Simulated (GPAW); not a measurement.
Entries from a set of simulations; values are calculated unless marked as measured.

```json
{"subject": "A GW chain in GPAW: BN (P6_3/mmc)", "lattice_ang": [[2.504, 0.0, 0.0], [-1.252, 2.1685, 0.0], [0.0, 0.0, 6.6612]], "atoms": [["B", 0.3333, 0.6667, 0.25], ["B", 0.6667, 0.3333, 0.75], ["N", 0.3333, 0.6667, 0.75], ["N", 0.6667, 0.3333, 0.25]], "method": "DFT, PBE, plane waves, PAW (and 1 further level or step)", "program": "GPAW 26.7.0", "settings_of_one_run": "cutoff 600 eV, GPAW PAW setups 1.2.1 data release, 6×6×2 k-mesh, nbands 92", "cost": "4 runs, 52 s in all on 4 MPI ranks of Arm Neoverse V1, shared host (the runs of this entry)", "notes": "The cell and positions come from the Crystallography Open Database and are kept as given unless a step says otherwise. Only 3 of the mesh’s irreducible points were corrected, so a valley elsewhere could overtake. Bands and cutoff are finite, so the gap is not at the basis limit. The miss can reach some tenths of an eV and take either sign; the mesh is an error of its own. The 6×6×2 mesh is coarse for this cell, which bears on the long-range parts of exchange and screening.", "results": {"pbe_gap": "4.25 eV, indirect", "g0w0_gap_on_the_mesh": "5.72 eV", "g0w0_gap_over_the_zone_rigid_shift": "5.70 eV", "gw_settings": "6×6×2 mesh, 82 bands, screening to 100 eV, Godby-Needs plasmon pole", "known_limits": "not at the basis limit; coarse k mesh"}}
```

[Paths, hosts, dates, memory and timing lines, banners, echoed tables and standing remarks are left out of the program output.]

[Logs are printed without paths, hosts, clocks, repeated set-up lines and the standing remarks that a program may print on its own settings, such as how far it seeks lower states.]

[Runs of the session that timed out or met a known fault of the program may be left out.]

[Hosts, paths, dates, database ids (printed as entryN), source tags and the programs' standing remarks are cut or masked in the printed files.]
